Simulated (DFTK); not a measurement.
Runs of DFTK 0.8.2 on GaN. It takes space group F-43m (No. 216, cubic). Conventional cell: a = 4.507 Å, b = 4.507 Å, c = 4.507 Å, α = 90.00°, β = 90.00°, γ = 90.00°. Ga (site symmetry -43m) is surrounded by 4 N at 1.95 Å. N (site symmetry -43m) is surrounded by 4 Ga at 1.95 Å. The cell is a database's computed one.

```tsv
task	level	potentials or basis	k mesh	cutoff (eV)	valence electrons	SCF solver	mesh quality	gap on the mesh (eV)
band structure	TASK	cp2k.nc.sr.pbe.v0_1.largecore.gth (PBE, GTH, large core)	7 × 7 × 7	2122	Ga 3, N 5	ScfAndersonSolver	not flagged	2.86
band structure	LDA	cp2k.nc.sr.lda.v0_1.largecore.gth (LDA, GTH, large core)	10 × 10 × 10	1633	Ga 3, N 5	-	not flagged	2.23
band structure	r2SCAN	SG15 1.2 (PBE)	8 × 8 × 8	1225	Ga 13, N 5	ScfAndersonSolver	not flagged	1.87
band structure	PBEsol	cp2k.nc.sr.pbe.v0_1.largecore.gth (PBE, GTH, large core)	10 × 10 × 10	1633	Ga 3, N 5	-	not flagged	(a)
```

Alike in all rows: no spin polarisation; cell as given; smearing fermi-dirac 0.05 eV.

Problem. Estimate the missing entries.

Solution. (a) 2.00.

Caveats: this set keeps more shells in the core, which shifts pressures and gaps (some runs).

A k mesh can miss the band edges, and the runs leave out spin-orbit coupling on Ga.

Runs at the PBE level aren't shown here.
